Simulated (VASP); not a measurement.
Write the native input for VASP 6.6.1 that does the following.

```yaml
Task: dielectric tensor
Functional: LDA
Potentials_or_basis: VASP PAW LDA potentials, release 64 (La, O)
Cutoff: 520 eV
k_mesh: 6 × 6 × 4
Occupations: gaussian, width 0.05 eV
Spin: no spin polarisation
Further_INCAR_settings: ALGO = Normal; EDIFF = 1e-08
```

The structure of La2O3 lies in POSCAR:

```
La2O3
1.0
    3.9380000000      0.0000000000      0.0000000000
   -1.9690000000      3.4104080401      0.0000000000
    0.0000000000      0.0000000000      6.1360000000
La O
2 3
Direct
    0.3333333333      0.6666666667      0.2454000000
    0.6666666667      0.3333333333      0.7546000000
    0.3333333333      0.6666666667      0.6471000000
    0.6666666667      0.3333333333      0.3529000000
    0.0000000000      0.0000000000      0.0000000000
```

The cell was built by a generator and needn't be a form met in nature.

The input as run:

INCAR

```
ALGO = Normal
EDIFF = 1E-8
ENCUT = 520
GGA = CA
ISIF = 2
ISMEAR = 0
LASPH = True
LCHARG = False
LEPSILON = True
LREAL = False
LWAVE = False
NELM = 60
PREC = Accurate
SIGMA = 0.05
```

KPOINTS

```
k-points
0
Gamma
  6 6 4
```

Potentials or basis: VASP PAW LDA potentials, release 64 (La, O).

Run with:

```bash
$ cat potpaw_LDA.64/La/POTCAR potpaw_LDA.64/O/POTCAR > POTCAR
$ mpirun -np 1 vasp_std > vasp.out
```

Results of the run:

| Quantity | Value |
| --- | --- |
| Band gap on the k mesh | 3.74 eV, indirect (least direct gap 3.82 eV) |
| Electronic dielectric tensor (diagonal) | 4.88, 4.88, 4.76 |
| Born charges (mean of the diagonal) | La +4.06; O -2.74, -2.65 e |

Caveat: spin-orbit coupling is left out, which moves the levels of the heavy elements.

Run time: 19 min on 1 thread of Intel(R) Xeon(R) 6975P-C (Granite Rapids), on a shared host, peak memory 0.41 GiB.
